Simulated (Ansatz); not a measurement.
**Band edges of NaI (Fm-3m)**

```xyz
2
Lattice="0.0000 3.1311 3.1311 3.1311 0.0000 3.1311 3.1311 3.1311 0.0000" Properties=species:S:1:pos:R:3 pbc="T T T"
Na    0.0000    0.0000    0.0000
I     3.1311    3.1311    3.1311
```

Computed, not measured; unless marked otherwise by LDA, all-electron LAPW in Ansatz 0.2.0, with spin-orbit coupling. k mesh 6×6×6, fixed occupations, basis error target 1 meV/atom. The cell was relaxed by PAW under this functional, which moved its volume by -9 % from the database entry's.

Extrema are searched on a 8×8×8 mesh and refined by Newton steps; masses come from band slopes 0.005 Å⁻¹ away, 1/m* = (1/ħ²) d²E/dk², negative for holes (the finite step makes the lightest masses up to about 3 % heavy). k is in units of the reciprocal vectors.

Q: Where are the band edges, and is the gap direct?

A: The valence maximum lies at Gamma (0.000, 0.000, 0.000) and the conduction minimum at Gamma (0.000, 0.000, 0.000), so the Kohn-Sham gap of 3.260 eV is direct. A further conduction extremum at X (0.000, -0.500, -0.500) lies 0.721 eV from the edge (3 equivalent points).

Q: What are the electron masses at the edge?

A: The principal masses are 0.239, 0.239, 0.239 mₑ. One valley has a density-of-states mass (m₁m₂m₃)^(1/3) = 0.239; the direction-averaged conductivity mass 3/Σ(1/mᵢ) is 0.239 mₑ.

Q: Several bands lie at or near the hole edge, or its surface isn't an ellipsoid. What are the masses by direction?

A: 

```
direction  branch from the edge (spin pairs averaged)  its level at the point (eV from the edge)   m*/mₑ
      100                                           1                                      0.000   -1.26
      100                                           2                                      0.000  -0.379
      100                                           3                                     -1.148  -0.845
      110                                           1                                      0.000   -2.19
      110                                           2                                      0.000  -0.336
      110                                           3                                     -1.148  -0.845
      111                                           1                                      0.000   -2.75
      111                                           2                                      0.000  -0.326
      111                                           3                                     -1.148  -0.845
     11-2                                           1                                      0.000   -2.19
     11-2                                           2                                      0.000  -0.336
     11-2                                           3                                     -1.148  -0.845
```

Q: What electronic dielectric constant and refractive index follow from the same bands (independent particles)?

A: ε∞ = (4.15, 4.15, 4.15), so n ≈ √ε∞ = 2.04 (mean over directions) well under the gap and the normal reflectivity is ((n − 1)/(n + 1))² = 0.116. Local fields, left out here, lower ε∞ by several per cent.

Q: What gap does PAW give in the same cell?

A: 3.261 eV, 1 meV from the LAPW value.

Q: What does spin-orbit coupling change?

A: The gap goes from 3.615 to 3.260 eV. The valence levels at the maximum lie at 0.000, 0.000, -1.148 eV (pairs).

Q: Cells strained by ±0.5 % (all lengths, zz alone, equal engineering shears γ in yz, zx, xy; ions relaxed) give deformation potentials. How do the edge levels move, in eV per unit strain against the centre of the top valence set?

A: 

| point | k | side | bands | level (eV) | d/dlnV | d/dε_zz | d/dγ | split/ε_zz | split/γ |
| --- | --- | --- | --- | --- | --- | --- | --- | --- | --- |
| Gamma | 0.00 0.00 0.00 | valence | 4 | 0.000 | 0.00 | 0.00 | 0.00* | 0.84 | 5.24 |
| Gamma | 0.00 0.00 0.00 | conduction | 2 | 3.260 | -3.05 | -3.05 | 0.00* | – | – |
| X | 0.00 -0.50 -0.50 | valence | 2 | -0.968 | 1.64 | 0.62 | 0.00* | – | – |
| X | 0.00 -0.50 -0.50 | conduction | 2 | 3.981 | -0.51 | -1.07 | 0.00* | – | – |
| X | -0.50 -0.50 0.00 | valence | 2 | -0.968 | 1.64 | 3.69 | 0.00* | – | – |
| X | -0.50 -0.50 0.00 | conduction | 2 | 3.981 | -0.51 | 0.62 | 0.00* | – | – |
| L | -0.50 0.00 0.00 | valence | 2 | -0.377 | 0.79 | 0.79 | -1.48 | – | – |
| L | -0.50 0.00 0.00 | conduction | 2 | 4.537 | -0.14 | -0.14 | -1.54 | – | – |
| L | -0.50 -0.50 -0.50 | valence | 2 | -0.377 | 0.79 | 0.79 | 4.43 | – | – |
| L | -0.50 -0.50 -0.50 | conduction | 2 | 4.537 | -0.14 | -0.14 | 4.61 | – | – |

The quartet at Γ splits by 2|b|ε_zz and by 2√3|d|(γ/2), so |b| = 0.42 eV and |d| = 3.03 eV.

Sets with another level within 0.15 eV are left out, since it mixes in under strain; the reference set stays in any case. Entries marked * vanish by symmetry to first order; what they show is the residue of the finite step. These cells use a basis error target of 0.5 meV/atom.

Known limits: semilocal gaps are low, and what follows the gap (onsets, screening, light masses) shifts with it; the frozen-core PAW files of the compared runs were fitted under PBE, their cores solved anew for this functional.
